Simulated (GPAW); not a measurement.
A run of GPAW 26.7.0 is set up as follows.

File run.py:

```python
from ase.eos import EquationOfState
from ase.io import Trajectory, read
from ase.units import GPa
from gpaw import GPAW, PW

atoms = read('POSCAR')

traj = Trajectory('eos.traj', 'w')
volumes, energies = [], []
for x in [0.94, 0.96, 0.98, 1.0, 1.02, 1.04, 1.06]:
    a = atoms.copy()
    a.set_cell(atoms.cell * x**(1 / 3), scale_atoms=True)
    calc = GPAW(mode=PW(800),
                xc='PBE',
                kpts={'size': (12, 12, 6), 'gamma': True},
                occupations={'name': 'fermi-dirac', 'width': 0.05},
                nbands=18,
                convergence={'density': 1e-05, 'energy': 1e-05},
                maxiter=150,
                txt=f'eos-{x:.2f}.txt')
    a.calc = calc
    energies.append(a.get_potential_energy(force_consistent=True))
    volumes.append(a.get_volume())
    p = -a.get_stress()[:3].mean() / GPa
    calc.write(f'eos-{x:.2f}.gpw')
    traj.write(a)
    print(f'{x:.2f} {volumes[-1]:10.4f} A^3 {energies[-1]:14.6f} eV {p:9.3f} GPa', flush=True)

v0, e0, B = EquationOfState(volumes, energies, eos='birchmurnaghan').fit()
print(f'V0 = {v0:.4f} A^3, E0 = {e0:.6f} eV, B0 = {B / GPa:.2f} GPa')
```

The input POSCAR:

```
BN
1.0
    2.5539396017      0.0000000000      0.0000000000
   -1.2769698009      2.2117765748      0.0000000000
    0.0000000000      0.0000000000      4.2268550000
N B
2 2
Direct
    0.3333333333      0.6666666667      0.1252760000
    0.6666666667      0.3333333333      0.6252760000
    0.3333333333      0.6666666667      0.4997240000
    0.6666666667      0.3333333333      0.9997240000
```

Potentials or basis: GPAW PAW data sets (gpaw-data 1.2.1), pw.

Launch:

```sh
$ OMP_NUM_THREADS=1 python run.py
```

(1) Predict the pressure derivative of the bulk modulus.

(2) Estimate the bulk modulus at fixed shape and positions.

(3) Estimate the equilibrium volume.

## Answers

(1) 3.8.

(2) 373 GPa.

(3) 5.97 Å³/atom.

Caveat: the cell was scaled at fixed shape and fractional positions, which overstates the stiffness of a crystal with free parameters, most of all of layers and chains.
